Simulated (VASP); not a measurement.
**Mg: single point with PBE**

The system is Mg, a slab with vacuum.

```
Mg
1.0
     3.21007    0.00000    0.00000
     0.00000    5.13791    0.00000
     0.00000    0.00000   17.70667
Mg
4
Direct
  0.00000 0.75000 0.39533
  0.50000 0.25000 0.44767
  0.50000 0.75000 0.55768
  0.00000 0.25000 0.60229
```

The slab is cut from a database's or a generator's crystal, which needn't be the stable form of the element.

The cell isn't the ideal one: clean slab, lower half held.

```json
{"Program": "VASP 6.6.1", "Task": "single point", "Functional": "PBE", "Potentials or basis": "VASP PAW PBE potentials, release 64 (Mg)", "Cutoff": "520 eV", "k mesh": "9 × 6 × 1", "Occupations": "gaussian, width 0.1 eV", "Spin": "no spin polarisation"}
```

```
Largest force          : 0.158 eV/Å
Band gap on the k mesh : none (metal or under the smearing width)
```

Forces on the atoms (eV/Å):
```
Mg   0.000  0.000  0.158
Mg   0.000  0.000 -0.150
Mg   0.000  0.000  0.003
Mg   0.000  0.000 -0.011
```

Levels at points of the mesh, in eV from the Fermi level:
| k point | band 1 | band 2 | band 3 | band 4 | band 5 | band 6 | band 7 | band 8 | band 9 |
| --- | --- | --- | --- | --- | --- | --- | --- | --- | --- |
| (0.00, 0.00, 0.00) | -6.19 | -4.07 | -1.22 | -0.94 | -0.26 | 1.01 | 1.32 | 1.97 | 2.99 |
| (0.00, 0.50, 0.00) | -4.82 | -4.75 | -2.66 | -2.61 | 0.12 | 0.16 | 2.95 | 3.01 | 4.38 |

Run time: 110 s on 1 thread of Intel(R) Xeon(R) Platinum 8175M CPU @ 2.50GHz (Skylake/Cascade Lake), on a shared host, peak memory 0.34 GiB.
